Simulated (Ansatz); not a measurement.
A 3-atom cell of TiS2 started from a crystallographic database, relaxed with r2SCAN+rVV10, was run in the PAW code Ansatz under altered settings. All numbers are computed, without spin polarisation but where a row says otherwise.

```yaml
crystal:
  lattice:
    - [2.94808, -1.70542, 0.18487]
    - [2.94808, 1.70542, 0.18487]
    - [-0.35902, 0.00000, 5.73034]
  atoms:
    - { symbol: Ti, position: [0.00000, 0.00000, 0.00000] }
    - { symbol: S, position: [0.66665, 0.66665, 0.24478] }
    - { symbol: S, position: [0.33335, 0.33335, 0.75522] }
```

The base run's other keys:
```yaml
kpoints:
  mp_grid: { grid: [6, 6, 2] }
hamiltonian:
  xc: hse06
scf:
  occupations: { method: fermi_dirac, width: 0.02 }
  n_extra_bands: 4
```

It takes 35 iterations with 1123 plane waves at 420 eV and 26 k points, and leaves a mean stress of +0.09 GPa. The gap over this mesh is 0.612 eV. It ran on 4 threads of Arm Neoverse V1, on a shared host.

Outcomes, with energy and stress as changes against the base:
```
                                  setting        outcome  ΔF (meV/atom)  Δ mean stress (GPa)  gap on the mesh (eV)  iterations  wall time
    PBE hybrid, exx coeff 0.1, unscreened      converged              –                 +1.0                 0.396          29       13 s
   PBE hybrid, exx coeff 0.75, unscreened      converged              –                 -3.1                 4.699          39       19 s
 PBE hybrid, exx coeff 1.0, omega 0.5 1/Å      converged              –                 -2.4                 1.809          30       20 s
PBE hybrid, exx coeff 0.15, omega 0.3 1/Å      converged              –                 +0.8                 0.208          24       14 s
                scf.exx.max_outer_iter: 2  not converged              –                    –                     –          29      8.1 s
                       scf.mixing.ndim: 1  not converged              –                    –                     –          81       11 s
```
A dash marks a value that wasn't obtained or can't be compared. Stress is positive in compression. The base took 17 s. The base's mesh is coarse for a hybrid, so its own values aren't converged.

- PBE hybrid, exx coeff 0.1, unscreened. That is 10 % exact exchange, at all ranges, against HSE06's 25 % screened at 0.208 1/Å. The mean stress moves by +1.0 GPa and the gap on the mesh by -0.216 eV (to 0.396). Totals of different functionals aren't comparable.
- PBE hybrid, exx coeff 0.75, unscreened. That is 75 % exact exchange, at all ranges, against HSE06's 25 % screened at 0.208 1/Å. The mean stress moves by -3.1 GPa and the gap on the mesh by +4.087 eV (to 4.699). Totals of different functionals aren't comparable.
- PBE hybrid, exx coeff 1.0, omega 0.5 1/Å. That is 100 % exact exchange, screened with ω = 0.5 1/Å, against HSE06's 25 % screened at 0.208 1/Å. The mean stress moves by -2.4 GPa and the gap on the mesh by +1.197 eV (to 1.809). Totals of different functionals aren't comparable.
- PBE hybrid, exx coeff 0.15, omega 0.3 1/Å. That is 15 % exact exchange, screened with ω = 0.3 1/Å, against HSE06's 25 % screened at 0.208 1/Å. The mean stress moves by +0.8 GPa and the gap on the mesh by -0.403 eV (to 0.208). Totals of different functionals aren't comparable.
- scf.exx.max_outer_iter: 2. The run did not converge. It stopped after 29 iterations; the base needs 35. Nothing that it printed is a property of the solid. Error: did not converge after 2 iterations: delta_exx = 1.32e-3 (threshold 1.00e-6) […]
- scf.mixing.ndim: 1. No converged result was reached. It stopped after 81 iterations; the base needs 35. Nothing that it printed is a property of the solid. Error: did not converge after 81 iterations: dr2 = 1.39e3 (threshold 1.00e-7), under the density mixer `msr1`, which `scf.mixing.algorithm: auto` chose by the deck's other keys (type `scf.mixing.algorithm: msr1` to keep it); this SCF is the semilocal warm-up of a hybrid solve, ahead of its exchange loop […]

The program warns that its thresholds are loose for a hybrid's stress.

The meshes of the hybrids are coarse, so their gaps aren't converged to the digits shown.
